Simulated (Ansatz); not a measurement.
## SiO2: do energies and stresses tell the same story?

The calculation used DFT r2SCAN, scalar-relativistic, plane waves, PAW in Ansatz.

Plane waves to 500 eV, a k mesh through Γ of 6×6×4 on the computed 12-atom cell and Gaussian smearing (0.02 eV); no spin polarisation.

Relaxed cell: P6_322, a = 5.036 Å, b = 5.036 Å, c = 8.565 Å, α = 90.00°, β = 90.00°, γ = 120.00°, 12 atoms in the primitive cell. This form isn't the usual stable structure of the compound.

Energies at zero smearing and pressures from the stress tensor, at volumes with shape and atoms relaxed:
```
V (Å³/atom) E − E(first) (meV/atom) P (GPa)
     13.796                     0.00     6.20
     14.266                   -14.92     4.07
     14.736                   -24.30     2.41
     15.207                   -29.34     1.08
     15.677                   -30.88     0.00
     16.147                   -29.49    -0.99
     16.618                   -25.51    -1.88
     17.245                   -16.46    -3.16
```

Problem. Check P = −dE/dV between neighbouring volumes, and get the bulk modulus from the pressures alone.

Solution. With 1 eV/Å³ = 160.2 GPa:
```csv
middle V (Å³/atom),−ΔE/ΔV (GPa),mean P (GPa)
14.031,5.082,5.131
14.501,3.196,3.239
14.972,1.716,1.744
15.442,0.527,0.540
15.912,-0.473,-0.495
16.383,-1.355,-1.437
16.931,-2.313,-2.520
```

The two differ by 0.21 GPa at most. The mean of two end pressures misses the average over a step by about ΔV² P″/12, up to 0.04 GPa here; with that taken off 0.20 GPa remains, from the finite cutoff, the mesh or the relaxation's tolerance. Around V = 15.677 Å³/atom, the two neighbours give B = −V ΔP/ΔV = 15.677 × 2.07 / 0.941 = 34.5 GPa, against B0 = 34.9 GPa from the Birch–Murnaghan fit of the energies.